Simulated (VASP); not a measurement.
# MoSe2: relaxation of cell and atoms with PBE+D3

MoSe2:

```
CELL_PARAMETERS angstrom
3.28800 0.00000 0.00000
-1.64400 2.84749 0.00000
0.00000 0.00000 12.90000
ATOMIC_POSITIONS crystal
Mo 0.66667 0.33333 0.75000
Mo 0.33333 0.66667 0.25000
Se 0.66667 0.33333 0.37500
Se 0.33333 0.66667 0.87500
Se 0.66667 0.33333 0.12500
Se 0.33333 0.66667 0.62500
```

```
Program                : VASP 6.6.1
Task                   : relaxation of cell and atoms
Functional             : PBE
Dispersion             : D3
Potentials or basis    : VASP PAW PBE potentials, release 64 (Mo_sv, Se)
Cutoff                 : 600 eV
k mesh                 : 9 × 9 × 2
Occupations            : fermi-dirac, width 0.05 eV
Spin                   : no spin polarisation
Further INCAR settings : ALGO = Fast; EDIFF = 1e-06; IBRION = 2; EDIFFG = -0.01; NSW = 60; ISIF = 3
```

```json
{"Relaxed volume": "20.40 Å³/atom", "Relaxed cell": "a = 3.294 Å, b = 3.294 Å, c = 13.025 Å, α = 90.00°, β = 90.00°, γ = 120.00°", "Space group after relaxing (to 0.05 Å)": "P6_3/mmc (No. 194)", "Energy gained by relaxing": "22.6 meV/atom", "Ionic steps": "15", "Pressure after relaxing": "0.0 GPa", "Largest force after relaxing": "0.006 eV/Å", "Band gap on the k mesh": "0.95 eV, indirect (least direct gap 1.43 eV)", "Dispersion energy per atom": "-0.302 eV"}
```

Forces on the atoms (eV/Å):
```
Mo   0.000  0.000  0.000
Mo   0.000  0.000  0.000
Se   0.000  0.000  0.006
Se   0.000  0.000  0.006
Se   0.000  0.000 -0.006
Se   0.000  0.000 -0.006
```

Step by step:
```tsv
step	energy change (eV)	largest force (eV/Å)	pressure (GPa)	volume (Å³)
1	0.0000	1.1246	5.66	120.78
2	0.3087	1.4908	-9.84	133.60
3	-0.1266	0.0613	-0.80	125.03
4	-0.1268	0.0973	-0.58	124.86
5	-0.1268	0.1147	-0.49	124.78
6	-0.1330	0.0611	-0.02	123.84
7	-0.1332	0.0513	0.05	123.67
8	-0.1332	0.0500	0.06	123.64
9	-0.1335	0.0068	-0.19	123.71
10	-0.1335	0.0006	-0.21	123.72
11	-0.1337	0.0005	-0.23	123.64
12	-0.1343	0.0016	-0.18	123.42
13	-0.1351	0.0031	-0.10	122.97
14	-0.1354	0.0063	0.05	122.07
15	-0.1355	0.0056	-0.02	122.41
```

Final structure:
```
CELL_PARAMETERS angstrom
3.29414 0.00000 0.00000
-1.64707 2.85281 0.00000
0.00000 0.00000 13.02531
ATOMIC_POSITIONS crystal
Mo 0.66667 0.33333 0.75000
Mo 0.33333 0.66667 0.25000
Se 0.66667 0.33333 0.37840
Se 0.33333 0.66667 0.87840
Se 0.66667 0.33333 0.12160
Se 0.33333 0.66667 0.62160
```

Levels at points of the mesh, in eV from the valence-band top:
```tsv
k point	band 22	band 23	band 24	band 25	band 26	band 27	band 28	band 29	band 30	band 31
(0.00, 0.00, 0.00)	-1.44	-1.44	-1.06	-0.81	0.00	2.51	2.51	2.57	2.57	2.67
(0.00, 0.00, 0.50)	-1.47	-1.47	-1.47	-0.18	-0.18	2.52	2.52	2.52	2.52	2.78
```

Run time: 11 min on 1 thread of AMD EPYC 9R45 (Zen 5), with other jobs on the host, peak memory 0.32 GiB.

Caveat: an odd mesh through Γ misses points on the zone boundary, where band edges often lie. Zero-point motion and thermal expansion aren't in these numbers.
